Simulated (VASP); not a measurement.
# Nb in VASP: further runs, part 2 of 3

VASP 6.6.1.

### Step 3. Work function, PBE+D3(BJ)

INCAR

```
SYSTEM = Nb
PREC = Accurate ; ENCUT = 520
EDIFF = 1E-6 ; ISMEAR = 1
SIGMA = 0.1 ; LREAL = .FALSE.
LASPH = .TRUE. ; NELM = 60
ALGO = Normal ; ISIF = 2
LWAVE = .FALSE. ; LCHARG = .TRUE.
LDIPOL = .TRUE. ; IDIPOL = 3
DIPOL = 0.5 0.5 0.500 ; GGA = PE
IVDW = 12 ; LELF = .TRUE.
LVHAR = .TRUE. ; LVACPOTAV = .TRUE.
```

KPOINTS

```
regular mesh
0
G
  12 12 1
  0 0 0
```

POSCAR

```
Nb                                      
1.0
    2.8655568500      0.0000000000      0.0000000000
   -0.9551856200      2.7016728600      0.0000000000
    0.0000000000      0.0000000000     28.6800156200
  Nb            
     4
Selective dynamics
Direct
     0.0000000000000000    0.0000000000000000    0.3776302200000003   F   F   F
     0.5000000000000000    0.5000000000000000    0.4552438654604515   T   T   T
     0.0000000000000000    0.0000000000000000    0.5374623684156783   T   T   T
     0.5000000000000000    0.5000000000000000    0.6151120859071921   T   T   T
```

Potentials or basis: VASP PAW PBE potentials, release 64 (Nb_sv).

Started as:

```bash
$ cat potpaw_PBE.64/Nb_sv/POTCAR > POTCAR
$ mpirun -np 1 vasp_std > vasp.out
```

OUTCAR:

```text
SYSTEM = Nb
   PREC = Accurate
   ENCUT = 520
   EDIFF = 1E-6
   ISMEAR = 1
   LREAL = .FALSE.
   LASPH = .TRUE.
   NELM = 60
   ISIF = 2
   GGA = PE
   IVDW = 12
 IVDW          = 12

 ion  position               nearest neighbor table
   1  0.000  0.000  0.378-   2 2.77   2 2.77
   2  0.500  0.500  0.455-   1 2.77   1 2.77   3 2.88   3 2.88
   3  0.000  0.000  0.537-   4 2.77   4 2.77   2 2.88   2 2.88
   4  0.500  0.500  0.615-   3 2.77   3 2.77

  LATTYP: Found a base centered orthorhombic cell.
 ALAT       =     3.3088599969
 B/A-ratio  =     1.4142135723
 C/A-ratio  =     8.6676425256

  Lattice vectors:

 A1 = (   2.8655568500,   0.0000000000,   0.0000000000)
 A2 = (  -0.9551856200,   2.7016728600,   0.0000000000)
 A3 = (   0.0000000000,   0.0000000000,  28.6800156200)

Analysis of symmetry for initial positions (statically):
=====================================================================
 Subroutine PRICEL returns:
 Original cell was already a primitive cell.

 Routine SETGRP: Setting up the symmetry group for a
 base centered orthorhombic supercell.

 Subroutine GETGRP returns: Found  4 space group operations
 (whereof  4 operations were pure point group operations)
 out of a pool of  8 trial point group operations.

The static configuration has the point symmetry C_2v.

Analysis of symmetry for dynamics (positions and initial velocities):
=====================================================================
 Subroutine PRICEL returns:
 Original cell was already a primitive cell.

 Routine SETGRP: Setting up the symmetry group for a
 base centered orthorhombic supercell.

 Subroutine GETGRP returns: Found  4 space group operations
 (whereof  4 operations were pure point group operations)
 out of a pool of  8 trial point group operations.

The dynamic configuration has the point symmetry C_2v.

Analysis of constrained symmetry for selective dynamics:
=====================================================================
 Subroutine PRICEL returns:
[... 140 lines left out ...]
   AEXX    =    0.0000 exact exchange contribution
   IVDW    =    12    specifies the selected vdW correction
   LEPSILON=     F    determine dielectric tensor
   LRPA    =     F    only Hartree local field effects (RPA)
 non-spin polarized calculation
 Methfessel and Paxton  Order N= 1 SIGMA  =   0.10
  energy-cutoff  :      520.00
  volume of cell :      222.03
 maximum number of plane-waves:      6015
 NGX is ok and might be reduce to    24
   NGX = 11   NGY = 11   NGZ =107

 dipolmoment           0.000000      0.000000     -0.000014 electrons x Angstroem

 number of electron      52.0000000 magnetization

 dipolmoment           0.000000      0.000000      0.000028 electrons x Angstroem

 Free energy of the ion-electron system (eV)
  ---------------------------------------------------
  ext. energy  EPLUGINS =         0.00000000
  ---------------------------------------------------
  free energy    TOTEN  =       -38.88229651 eV

  energy without entropy =      -38.88507552  energy(sigma->0) =      -38.88322284

 E-fermi :   0.7366     XC(G=0):  -4.7913

 val. band max:        0.7236967673   @ k =   0.1667  -0.0000   0.0000
 cond. band min:       0.7746075624   @ k =   0.0833   0.0833   0.0000
 fundamental gap:      0.0509107951
 Fermi energy:         0.7365591154

 k-point     1 :       0.0000    0.0000    0.0000
  band No.  band energies     occupation
      1     -53.8599      2.00000
      2     -53.8526      2.00000
      3     -53.5696      2.00000
      4     -53.4638      2.00000
      5     -30.3846      2.00000
      6     -30.1795      2.00000
[... 805 lines left out ...]
     30       2.6356     -0.00000
     31       3.1388      0.00000

 [... further k-points ...]

------------------------ aborting loop because EDIFF is reached ----------------------------------------

 Edisp (eV)   -2.19159

 E8    (eV) :    -1.1023

  FORCE on cell =-STRESS in cart. coord.  units (eV):
  Direction    XX          YY          ZZ          XY          YZ          ZX
  --------------------------------------------------------------------------------------
  -------------------------------------------------------------------------------------
  Total      -5.01807    -4.54858    -1.51938     0.66396     0.00000     0.00000
  in kB     -36.20978   -32.82200   -10.96363     4.79105     0.00000     0.00000
  external pressure =      -26.67 kB  Pullay stress =        0.00 kB

 VOLUME and BASIS-vectors are now :
 -----------------------------------------------------------------------------
  energy-cutoff  :      520.00
  volume of cell :      222.03
      direct lattice vectors                 reciprocal lattice vectors
     2.865556850  0.000000000  0.000000000     0.348972312  0.123380347  0.000000000
    -0.955185620  2.701672860  0.000000000     0.000000000  0.370141039  0.000000000
     0.000000000  0.000000000 28.680015620     0.000000000  0.000000000  0.034867484

 POSITION                                       TOTAL-FORCE (eV/Angst)
 -----------------------------------------------------------------------------------
      0.00000      0.00000     10.83044        -0.000000      0.000000      0.178741
      0.95519      1.35084     13.05640         0.000000      0.000000      0.095998
      0.00000      0.00000     15.41443         0.000000      0.000000     -0.089985
      0.95519      1.35084     17.64142         0.000000      0.000000     -0.184754
 -----------------------------------------------------------------------------------
    total drift:                               -0.000000     -0.000000     -0.000252

  FREE ENERGIE OF THE ION-ELECTRON SYSTEM (eV)
  ---------------------------------------------------
  free  energy   TOTEN  =       -41.0738899870 eV

  energy  without entropy=      -41.0766689992  energy(sigma->0) =      -41.07481632

 vacuum level on the upper side and lower side of the slab         5.228         5.227
```

stdout:

```text
POSCAR found type information on POSCAR Nb
 POSCAR found :  1 types and       4 ions
 scaLAPACK will be used
 LDA part: xc-table for (Slater+PW92), standard interpolation
 POSCAR, INCAR and KPOINTS ok, starting setup
 FFT: planning ... GRIDC
 FFT: planning ... GRID_SOFT
 FFT: planning ... GRID
 WAVECAR not read
 entering main loop
 -----------------------------------------------------------------------------
|                                                                             |
|           W    W    AA    RRRRR   N    N  II  N    N   GGGG   !!!           |
|           W    W   A  A   R    R  NN   N  II  NN   N  G    G  !!!           |
|           W    W  A    A  R    R  N N  N  II  N N  N  G       !!!           |
|           W WW W  AAAAAA  RRRRR   N  N N  II  N  N N  G  GGG   !            |
|           WW  WW  A    A  R   R   N   NN  II  N   NN  G    G                |
|           W    W  A    A  R    R  N    N  II  N    N   GGGG   !!!           |
|                                                                             |
|     Did not find any points to average over, which means that no vacuum     |
|     field-free region was found. Please increase the size of  your cell     |
|     in the dimension of the dipole correction to obtain accurate            |
|     workfunction values.                                                    |
|                                                                             |
 -----------------------------------------------------------------------------
```

Run time: 6.1 min. Hardware: 1 thread of Intel Xeon 6975P-C (Granite Rapids), shared host; peak memory 0.47 GiB.

Results:

```
Free energy                     : -41.0739 eV
Largest force                   : 0.185 eV/Å
Band gap on the k mesh          : none (metal or under the smearing width)
Dispersion energy per atom      : -0.548 eV
Work function of the upper face : 4.49 eV
Work function of the lower face : 4.49 eV
```

Forces in eV/Å, atoms in the order of the input:
```
Nb   0.000  0.000  0.179
Nb   0.000  0.000  0.096
Nb   0.000  0.000 -0.090
Nb   0.000  0.000 -0.185
```

### Step 4. Work function, PBE

Edit INCAR of step 3 so:

```diff
@@ -9,3 +9,3 @@
 DIPOL = 0.5 0.5 0.500 ; GGA = PE
-IVDW = 12 ; LELF = .TRUE.
-LVHAR = .TRUE. ; LVACPOTAV = .TRUE.
+LELF = .TRUE. ; LVHAR = .TRUE.
+LVACPOTAV = .TRUE.
```

KPOINTS

```
regular mesh
0
G
  18 18 1
  0 0 0
```

POSCAR is that of step 3.

Potentials or basis: VASP PAW PBE potentials, release 64 (Nb_sv).

Started as:

```bash
$ cat potpaw_PBE.64/Nb_sv/POTCAR > POTCAR
$ mpirun -np 1 vasp_std > vasp.out
```

OUTCAR:

```text
SYSTEM = Nb
   PREC = Accurate
   ENCUT = 520
   EDIFF = 1E-6
   ISMEAR = 1
   LREAL = .FALSE.
   LASPH = .TRUE.
   NELM = 60
   ISIF = 2
   GGA = PE

 ion  position               nearest neighbor table
   1  0.000  0.000  0.378-   2 2.77   2 2.77
   2  0.500  0.500  0.455-   1 2.77   1 2.77   3 2.88   3 2.88
   3  0.000  0.000  0.537-   4 2.77   4 2.77   2 2.88   2 2.88
   4  0.500  0.500  0.615-   3 2.77   3 2.77

  LATTYP: Found a base centered orthorhombic cell.
 ALAT       =     3.3088599969
 B/A-ratio  =     1.4142135723
 C/A-ratio  =     8.6676425256

  Lattice vectors:

 A1 = (   2.8655568500,   0.0000000000,   0.0000000000)
 A2 = (  -0.9551856200,   2.7016728600,   0.0000000000)
 A3 = (   0.0000000000,   0.0000000000,  28.6800156200)

Analysis of symmetry for initial positions (statically):
=====================================================================
 Subroutine PRICEL returns:
 Original cell was already a primitive cell.

 Routine SETGRP: Setting up the symmetry group for a
 base centered orthorhombic supercell.

 Subroutine GETGRP returns: Found  4 space group operations
 (whereof  4 operations were pure point group operations)
 out of a pool of  8 trial point group operations.

The static configuration has the point symmetry C_2v.

Analysis of symmetry for dynamics (positions and initial velocities):
=====================================================================
 Subroutine PRICEL returns:
 Original cell was already a primitive cell.

 Routine SETGRP: Setting up the symmetry group for a
 base centered orthorhombic supercell.

 Subroutine GETGRP returns: Found  4 space group operations
 (whereof  4 operations were pure point group operations)
 out of a pool of  8 trial point group operations.

The dynamic configuration has the point symmetry C_2v.

Analysis of constrained symmetry for selective dynamics:
=====================================================================
 Subroutine PRICEL returns:
 Original cell was already a primitive cell.

 Routine SETGRP: Setting up the symmetry group for a
[... 140 lines left out ...]
   LRPA    =     F    only Hartree local field effects (RPA)
 non-spin polarized calculation
 Methfessel and Paxton  Order N= 1 SIGMA  =   0.10
  energy-cutoff  :      520.00
  volume of cell :      222.03
 maximum number of plane-waves:      6028
 NGX is ok and might be reduce to    24
   NGX = 11   NGY = 11   NGZ =107

 dipolmoment           0.000000      0.000000     -0.000003 electrons x Angstroem

 number of electron      52.0000000 magnetization

 dipolmoment           0.000000      0.000000      0.000037 electrons x Angstroem

 Free energy of the ion-electron system (eV)
  ---------------------------------------------------
  ext. energy  EPLUGINS =         0.00000000
  ---------------------------------------------------
  free energy    TOTEN  =       -38.86933790 eV

  energy without entropy =      -38.86886749  energy(sigma->0) =      -38.86918110

 E-fermi :   0.7199     XC(G=0):  -4.7885

 val. band max:        0.7167809311   @ k =   0.1111   0.0556   0.0000
 cond. band min:       0.7224328666   @ k =   0.1111   0.0000   0.0000
 fundamental gap:      0.0056519355
 Fermi energy:         0.7199484837

 k-point     1 :       0.0000    0.0000    0.0000
  band No.  band energies     occupation
      1     -53.8556      2.00000
      2     -53.8472      2.00000
      3     -53.5845      2.00000
      4     -53.4799      2.00000
      5     -30.3935      2.00000
      6     -30.1834      2.00000
[... 805 lines left out ...]
     30       2.0659     -0.00000
     31       2.6106     -0.00000

 [... further k-points ...]

------------------------ aborting loop because EDIFF is reached ----------------------------------------

 vacuum level on the upper side and lower side of the slab       (xc-potential included)        -0.143        -0.156

  FORCE on cell =-STRESS in cart. coord.  units (eV):
  Direction    XX          YY          ZZ          XY          YZ          ZX
  --------------------------------------------------------------------------------------
  -------------------------------------------------------------------------------------
  Total       -2.3819210     -2.0199384     -0.3104611      0.5119206      0.0000000      0.0000000
  in kB      -17.1876603    -14.5756369     -2.2402505      3.6939582      0.0000000      0.0000000
  external PRESSURE =     -11.3345159 kB  Pullay stress =       0.0000000 kB

 VOLUME and BASIS-vectors are now :
 -----------------------------------------------------------------------------
  energy-cutoff  :      520.00
  volume of cell :      222.03
      direct lattice vectors                 reciprocal lattice vectors
     2.865556850  0.000000000  0.000000000     0.348972312  0.123380347  0.000000000
    -0.955185620  2.701672860  0.000000000     0.000000000  0.370141039  0.000000000
     0.000000000  0.000000000 28.680015620     0.000000000  0.000000000  0.034867484

 POSITION                                       TOTAL-FORCE (eV/Angst)
 -----------------------------------------------------------------------------------
      0.00000      0.00000     10.83044         0.000000      0.000000      0.050570
      0.95519      1.35084     13.05640         0.000000      0.000000     -0.042372
      0.00000      0.00000     15.41443        -0.000000      0.000000      0.046989
      0.95519      1.35084     17.64142         0.000000      0.000000     -0.055187
 -----------------------------------------------------------------------------------
    total drift:                               -0.000000     -0.000000     -0.000121

  FREE ENERGIE OF THE ION-ELECTRON SYSTEM (eV)
  ---------------------------------------------------
  free  energy   TOTEN  =       -38.8693378999 eV

  energy  without entropy=      -38.8688674887  energy(sigma->0) =      -38.86918110

 vacuum level on the upper side and lower side of the slab         5.228         5.228
```

OSZICAR:

```text
N       E                     dE             d eps       ncg     rms          rms(c)
DAV:   1     0.562004293944E+03    0.56200E+03   -0.29598E+04  7562   0.150E+03
DAV:   2     0.119174778888E+02   -0.55009E+03   -0.53978E+03  7541   0.582E+02
DAV:   3    -0.371920614230E+02   -0.49110E+02   -0.48266E+02  8895   0.114E+02
[... 20 lines left out ...]
DAV:  24    -0.388693265305E+02   -0.80969E-05   -0.32657E-07  4749   0.449E-03    0.149E-03
DAV:  25    -0.388693340387E+02   -0.75083E-05   -0.33193E-07  4632   0.536E-03    0.940E-04
DAV:  26    -0.388693361471E+02   -0.21083E-05   -0.92213E-08  4536   0.240E-03    0.375E-04
DAV:  27    -0.388693374076E+02   -0.12606E-05   -0.62190E-08  4438   0.209E-03    0.404E-04
DAV:  28    -0.388693378999E+02   -0.49221E-06   -0.42053E-08  4368   0.116E-03
   1 F= -.38869338E+02 E0= -.38869181E+02  d E =-.470411E-03
```

Run time: 12 min. Hardware: 1 thread of Intel Xeon 6975P-C (Granite Rapids), shared host; peak memory 0.64 GiB.

Results:

```yaml
Free_energy: -38.8693 eV
Largest_force: 0.055 eV/Å
Band_gap_on_the_k_mesh: none (metal or under the smearing width)
Work_function_of_the_upper_face: 4.51 eV
Work_function_of_the_lower_face: 4.51 eV
```

Forces in eV/Å, atoms in the order of the input:
```
Nb   0.000  0.000  0.051
Nb   0.000  0.000 -0.042
Nb   0.000  0.000  0.047
Nb   0.000  0.000 -0.055
```

Levels at points of the mesh, in eV from the Fermi level:
| k point | band 23 | band 24 | band 25 | band 26 | band 27 | band 28 | band 29 | band 30 |
| --- | --- | --- | --- | --- | --- | --- | --- | --- |
| (0.00, 0.00, 0.00) | -0.49 | -0.45 | -0.24 | 0.17 | 0.25 | 0.52 | 0.87 | 1.58 |
| (0.50, 0.00, 0.00) | -1.35 | -1.35 | 0.19 | 0.19 | 1.69 | 1.69 | 2.86 | 2.86 |
| (0.50, 0.50, 0.00) | -1.43 | -0.62 | -0.25 | 1.62 | 1.91 | 2.18 | 2.29 | 2.88 |

### Step 5. Work function, PBE

INCAR is that of step 4.

KPOINTS

```
regular mesh
0
G
  4 4 1
  0 0 0
```

POSCAR is that of step 4.

Potentials or basis: VASP PAW PBE potentials, release 64 (Nb_sv).

Started as:

```bash
$ cat potpaw_PBE.64/Nb_sv/POTCAR > POTCAR
$ mpirun -np 1 vasp_std > vasp.out
```

OUTCAR:

```text
SYSTEM = Nb
   PREC = Accurate
   ENCUT = 520
   EDIFF = 1E-6
   ISMEAR = 1
   LREAL = .FALSE.
   LASPH = .TRUE.
   NELM = 60
   ISIF = 2
   GGA = PE

 ion  position               nearest neighbor table
   1  0.000  0.000  0.378-   2 2.77   2 2.77
   2  0.500  0.500  0.455-   1 2.77   1 2.77   3 2.88   3 2.88
   3  0.000  0.000  0.537-   4 2.77   4 2.77   2 2.88   2 2.88
   4  0.500  0.500  0.615-   3 2.77   3 2.77

  LATTYP: Found a base centered orthorhombic cell.
 ALAT       =     3.3088599969
[... 438 lines left out ...]
  --------------------------------------------------------------------------------------
  -------------------------------------------------------------------------------------
  Total       -1.9710195     -1.6527992      1.7375314      0.4500315      0.0000000      0.0000000
  in kB      -14.2226440    -11.9264034     12.5378209      3.2473740      0.0000000      0.0000000
  external PRESSURE =      -4.5370755 kB  Pullay stress =       0.0000000 kB

 VOLUME and BASIS-vectors are now :
 -----------------------------------------------------------------------------
  energy-cutoff  :      520.00
  volume of cell :      222.03
      direct lattice vectors                 reciprocal lattice vectors
     2.865556850  0.000000000  0.000000000     0.348972312  0.123380347  0.000000000
    -0.955185620  2.701672860  0.000000000     0.000000000  0.370141039  0.000000000
     0.000000000  0.000000000 28.680015620     0.000000000  0.000000000  0.034867484

 POSITION                                       TOTAL-FORCE (eV/Angst)
 -----------------------------------------------------------------------------------
      0.00000      0.00000     10.83044         0.000000      0.000000     -0.339079
      0.95519      1.35084     13.05640         0.000000      0.000000      0.212011
      0.00000      0.00000     15.41443         0.000000      0.000000     -0.204659
      0.95519      1.35084     17.64142         0.000000      0.000000      0.331726
 -----------------------------------------------------------------------------------
    total drift:                               -0.000000     -0.000000     -0.000304

  FREE ENERGIE OF THE ION-ELECTRON SYSTEM (eV)
  ---------------------------------------------------
  free  energy   TOTEN  =       -38.6018152573 eV

  energy  without entropy=      -38.5946377664  energy(sigma->0) =      -38.59942276

 vacuum level on the upper side and lower side of the slab         5.289         5.288
```

It took 71 s on 1 thread of Intel Xeon 6975P-C (Granite Rapids), shared host; peak memory 0.33 GiB.

Results:

* Free energy: -38.6018 eV
* Largest force: 0.339 eV/Å
* Band gap on the k mesh: none (metal or under the smearing width)
* Work function of the upper face: 4.55 eV
* Work function of the lower face: 4.55 eV

Forces on the atoms (eV/Å):
```
Nb   0.000  0.000 -0.339
Nb   0.000  0.000  0.212
Nb   0.000  0.000 -0.205
Nb   0.000  0.000  0.332
```

Caveat: the k mesh is coarse (spacing up to 0.58 Å⁻¹), so the values aren't converged.

[end of part 2 of 3]
